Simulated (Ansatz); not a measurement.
Runs of Ansatz 0.2.0 on Hf. It takes space group Im-3m (No. 229, cubic). The conventional cell has a = 3.610 Å, b = 3.610 Å, c = 3.610 Å, α = 90.00°, β = 90.00°, γ = 90.00°. Around Hf (site symmetry m-3m) lie 8 Hf at 3.13 Å. This isn't the form of Hf at room conditions, which is hcp.

```tsv
task	level	potentials or basis	spin	cell	k mesh	cutoff (eV)	smearing	other keys	gap on the mesh (eV)	pressure (GPa)
projected density of states	RPBE+D3(BJ)	Ansatz PAW	SOC, no magnetisation	cell strained at random at fixed volume	12 × 12 × 12	420	tetrahedron uncorrected	scf.occupations.width = left out; …	none	-28.6
density of states	r2SCAN+rVV10	Ansatz PAW	off	as given	10 × 10 × 10	500	fermi-dirac 0.01 eV	-	none	-6.8
density of states	RPBE	Ansatz PAW	off	as given	10 × 10 × 10	420	cold 0.1 eV	-	none	(b)
single point	PBE+D3(BJ)-ATM	Ansatz PAW	non-collinear, ferromagnetic start, SOC	as given	10 × 10 × 10	420	cold 0.025 eV	-	none	-7.9
electrostatic potential	HISS	Ansatz PAW polarizable	off	as given	8 × 8 × 8	420	fermi-dirac 0.1 eV	-	none	-1.0
density of states	PBE+D4	Ansatz NC	off	as given	10 × 10 × 10	1143	tetrahedron	basis.xc_grid = 3	none	(a)
relaxation of cell and atoms	r2SCAN	Ansatz PAW polarizable	off	relaxed	10 × 10 × 10	500	fermi-dirac 0.05 eV	-	none	0.0
```

Q: Estimate the missing entries.

A: (a) -6.3; (b) -2.5.

Caveats: the PAW data sets come from PBE, with cores solved anew for the run's functional, which leaves a small shift of forces and pressure (some runs); pairwise dispersion overbinds metals, which lowers pressure and volume (some runs); the thresholds are loose for stress (some runs); the starting moments weren't kept (some runs); with tetrahedron occupations forces and stress needn't match the slope of the energy (some runs); the plane-wave basis is chosen anew once the cell has moved, so the energies of steps on either side of that aren't comparable (some runs).

A k mesh can miss the band edges, and rows without SOC leave out spin-orbit coupling on Hf.

A gap of «none» marks a metal or a gap under the smearing width.
